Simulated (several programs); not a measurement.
**Many methods on one cell: SnSe2 (rutile)**

SnSe2 in the rutile structure, relaxed with r2SCAN in Ansatz, was computed with several methods. The symmetry is P4_2/mnm (No. 136, tetragonal); a = 6.502 Å, c = 3.954 Å in the conventional setting, 27.87 Å³ an atom. Sn has 6 Se at 2.66–2.83 Å; Se has 3 Sn at 2.66–2.83 Å. No spin polarisation and no zero-point or thermal motion; the cell was built from a prototype and may be hypothetical.

```cif
data_structure
_symmetry_space_group_name_H-M 'P4_2/mnm'
_symmetry_Int_Tables_number 136
_cell_length_a 6.5024
_cell_length_b 6.5024
_cell_length_c 3.9542
_cell_angle_alpha 90.000
_cell_angle_beta 90.000
_cell_angle_gamma 90.000
_cell_volume 167.19
loop_
_atom_site_label
_atom_site_type_symbol
_atom_site_symmetry_multiplicity
_atom_site_Wyckoff_symbol
_atom_site_fract_x
_atom_site_fract_y
_atom_site_fract_z
_atom_site_occupancy
Sn1 Sn 2 a 0.00000 0.00000 0.00000 1
Se1 Se 4 f 0.30730 0.30730 0.00000 1
```

Gaps and times are for a single point on this cell; volume and bulk modulus come from each method's own relaxation or energy curve at fixed shape, which is too stiff where a cell has free coordinates or axes. Times are rough, from shared hosts (Arm Neoverse V2), and each method has its own mesh and cell size. A double dagger marks a value from a curve with shape and coordinates held. A star marks a curve whose lowest point is an end point. PM6 (MOPAC), PM7 (MOPAC), GFN1-xTB (tblite) treat a cluster of cells at its zone centre, which samples few k points: where these miss a band edge, the gap comes out too large for that reason alone. Gaps from k meshes are read at a limited set of points (mesh, symmetry points, PBE's band edges), so each method's own least gap may be somewhat smaller. xTB and the PM methods were fitted mostly to molecules, and can miss a solid's gap by electronvolts. Minimal bases can be far off for gaps. Times of the plane-wave rungs are withheld (a dash), since they come from other jobs, hosts and meshes; the meshes of hybrids and Hartree-Fock don't converge their gaps to the digits shown. d marks a direct gap, i an indirect one (no mark: not told apart), a dash a value that wasn't computed or didn't pass its checks.

```
                          method              kind      gap (eV)  own volume (Å³/atom)  bulk modulus (GPa)  atoms computed  processor time
                          PBEsol         semilocal             –                 27.41                   –               6               –
                     PM7 (MOPAC)    semi-empirical          3.82                     –                   –         cluster           2.6 s
light PBE (260 eV, its own mesh)  light plane-wave  overlap 0.12                     –                   –               6           2.8 s
               GFN1-xTB (tblite)     tight binding          0.07               24.70*‡                   –         cluster           2.9 s
                     PM6 (MOPAC)    semi-empirical          2.36                     –                   –         cluster           4.4 s
                  PBE/SZV (CP2K)       small basis  overlap 0.05                     –                   –               6           5.8 s
                             LDA         semilocal  overlap 0.17                 26.67                   –               6               –
                 PBE/DZVP (CP2K)       small basis  overlap 0.11                29.66‡                 48‡               6            15 s
                             PBE         semilocal  overlap 0.14                 28.93                 50‡               6               –
                         PBE+SOC         semilocal  overlap 0.10                     –                   –               6               –
                          r2SCAN         semilocal  overlap 0.04                 27.87                 60‡               6               –
                            PBE0            hybrid        0.28 i                     –                   –               6               –
                           HSE06            hybrid        0.18 i                     –                   –               6               –
```

Against HSE06 (0.18 eV) and with closed or daggered gaps left aside, the nearest gap at the points sampled is that of PBE0 (+0.10 eV) and the farthest that of PM7 (MOPAC) (+3.64 eV). HSE06 is only a yardstick of convenience, and nearness to it can be luck.

Volumes against r2SCAN's: PBEsol -1.6 %, LDA -4.3 %, PBE +3.8 %.

Runs without a result: GFN2-xTB (tblite) (single point).

With PBE and r2SCAN the bands overlap or touch, or nearly. Semilocal functionals can close a real gap, so this doesn't show a metal; small gaps of other methods may in turn close between the points read or with spin-orbit coupling, and the solid may be a semimetal.

Only the rows marked +SOC include spin-orbit coupling.
